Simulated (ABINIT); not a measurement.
The system is BaZrO3.

```
Ba Zr O
1.0
     4.19134    0.00000    0.00000
     0.00000    4.19134    0.00000
     0.00000    0.00000    4.19134
Ba Zr O
1 1 3
Direct
  0.00000 0.00000 0.00000
  0.50000 0.50000 0.50000
  0.50000 0.50000 0.00000
  0.50000 0.00000 0.50000
  0.00000 0.50000 0.50000
```

Program: ABINIT 10.8.3 (patched build). Alike in all runs: no spin polarisation; cell as given; smearing fermi-dirac 0.05 eV.

**Question.** Order these runs on this cell by their pressure, lowest first.
A. level r2SCAN; potentials or basis JTH PAW PBE v2.0; k mesh 5 × 5 × 5; cutoff (eV) 762; fine-grid cutoff 1360.57 eV
B. level LDA; potentials or basis JTH PAW LDA v2.0; k mesh 6 × 6 × 6; cutoff (eV) 626; fine-grid cutoff 1224.51 eV
C. level HCTH407; potentials or basis JTH PAW PBE v2.0; k mesh 6 × 6 × 6; cutoff (eV) 626; fine-grid cutoff 1224.51 eV
D. level AM05; potentials or basis JTH PAW PBE v2.0; k mesh 6 × 6 × 6; cutoff (eV) 626; fine-grid cutoff 1224.51 eV

**Answer.** B (-4.7 GPa), D (-0.1 GPa), A (1.7 GPa), C (5.6 GPa).

Caveats: this set's barium file shifts pressures by 1.5 GPa and gaps by 0.1 eV against other sets; the PAW data sets were made with another functional, which shifts forces and pressure a little (some runs).

Runs at the PBE level aren't shown here.
